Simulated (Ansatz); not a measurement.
# AgI: the cost of one run

Program: Ansatz 0.2.0. Level of theory: plane waves, PAW. These are calculated values, not measurements.

1 further run of the same task is left out (it didn't finish).

### 1 The structure to begin with

It takes space group P6_3mc (No. 186, hexagonal). Conventional cell: a = 4.651 Å, b = 4.651 Å, c = 7.599 Å, α = 90.00°, β = 90.00°, γ = 120.00°. Ag (site symmetry 3m) has 4 I at 2.85 Å as nearest neighbours. Around I (site symmetry 3m) lie 4 Ag at 2.85 Å.

As a file:

```xyz
4
Lattice="4.6509 0.0000 0.0000 -2.3254 4.0278 0.0000 0.0000 0.0000 7.5993" Properties=species:S:1:pos:R:3 pbc="T T T"
Ag    0.0000    2.6852    0.0000
Ag    2.3254    1.3426    3.7997
I     0.0000    2.6852    2.8497
I     2.3254    1.3426    6.6493
```

The cell was relaxed beforehand with r2SCAN; those runs aren't shown. No run includes spin-orbit coupling, which matters for I.

### 2 PBE, anion s p, 6×6×2

input.yaml

```yaml
crystal:
  lattice:
    - [4.6508717364, 0.0, 0.0]
    - [-2.3254358682, 4.0277730735, 0.0]
    - [0.0, 0.0, 7.5992966317]
  atoms:
    - { symbol: Ag, position: [0.3333333333, 0.6666666667, 4.8555e-06] }
    - { symbol: Ag, position: [0.6666666667, 0.3333333333, 0.5000048555] }
    - { symbol: I, position: [0.3333333333, 0.6666666667, 0.3749951445] }
    - { symbol: I, position: [0.6666666667, 0.3333333333, 0.8749951445] }
kpoints:
  mp_grid: { grid: [6, 6, 4] }
  band_path:
    path:
      - [[0.0, 0.0, 0.0], [0.5, -1.61796993498e-19, -4.821518789588e-19], [0.3333333333333, 0.3333333333333, -3.214345859702e-19], [0.0, 0.0, 0.0], [-1.188582332449e-35, 1.209370924396e-35, 0.5], [0.5, -1.166706076323e-19, 0.5], [0.3333333333333, 0.3333333333333, 0.5], [-1.188582332449e-35, 1.209370924396e-35, 0.5]]
      - [[0.5, -1.166706076323e-19, 0.5], [0.5, -1.61796993498e-19, -4.821518789588e-19]]
      - [[0.3333333333333, 0.3333333333333, 0.5], [0.3333333333333, 0.3333333333333, -3.214345859702e-19]]
    npoints: 10
hamiltonian:
  xc: pbe
scf:
  occupations: { method: fixed }
  n_extra_bands: 6
output:
  forces: false
  stress: false
  eigenvalues: true
  wannier:
    kmesh: [6, 6, 2]
    projections: [{ species: I, l: s, shell: 5 }, { species: I, l: p, shell: 5 }]
    minimise: true
    write_hr: true
    conv_tol: 1.0e-08
    max_iter: 3000
```

Run with:

```sh
$ ansatz run input.yaml --threads 4 --pin off --max-ram 3686MiB --backend cpu --events-out ev --progress --plain --runs-dir out
```

Q: Estimate wall time and peak memory on 4 threads of Arm Neoverse V1, shared host.

About 13 s, with a peak of 0.58 GiB.
